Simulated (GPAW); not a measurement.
Here is a GPAW 26.7.0 calculation.

The input run.py:

```python
from ase.calculators.mixing import SumCalculator
from ase.filters import FrechetCellFilter
from ase.io import read, write
from ase.optimize import BFGS
from dftd4.ase import DFTD4
from gpaw import GPAW, PW

atoms = read('Sn.xyz')

calc = GPAW(mode=PW(600),
            xc='PBE',
            kpts={'size': (10, 10, 10), 'gamma': True},
            occupations={'name': 'fermi-dirac', 'width': 0.05},
            nbands=14,
            convergence={'density': 1e-05, 'forces': 0.0001},
            maxiter=150,
            txt='gpaw.txt')
atoms.calc = SumCalculator([calc, DFTD4(method='pbe')])
opt = BFGS(FrechetCellFilter(atoms), trajectory='relax.traj', logfile='-')
done = opt.run(fmax=0.02, steps=60)
calc.write('gs.gpw')
write('result.traj', atoms)
print('Converged:', done)
print('Cell:', atoms.cell.cellpar().round(4))
print('Volume:', round(atoms.get_volume(), 4))
print(atoms.get_scaled_positions().round(5))
```

The input Sn.xyz:

```xyz
1
Lattice="-1.8946518192 1.8946518192 1.8946518192 1.8946518192 -1.8946518192 1.8946518192 1.8946518192 1.8946518192 -1.8946518192" Properties=species:S:1:pos:R:3 pbc="T T T"
Sn     0.0000000000      0.0000000000      0.0000000000
```

Potentials or basis: GPAW PAW data sets (gpaw-data 1.2.1), pw.

The run is started by

```console
$ OMP_NUM_THREADS=1 python run.py
```

Question: What does it give for the relaxed cell?

Answer: a = 3.234 Å, b = 3.234 Å, c = 3.234 Å, α = 109.47°, β = 109.47°, γ = 109.47°.

Question: What does it give for the dispersion energy per atom?

Answer: -0.439 eV.

Final structure:
```xyz
1
Lattice="-1.8673 1.8673 1.8673 1.8673 -1.8673 1.8673 1.8673 1.8673 -1.8673" Properties=species:S:1:pos:R:3 pbc="T T T"
Sn    0.0000    0.0000    0.0000
```

Caveat: later steps reuse the first step's grids.
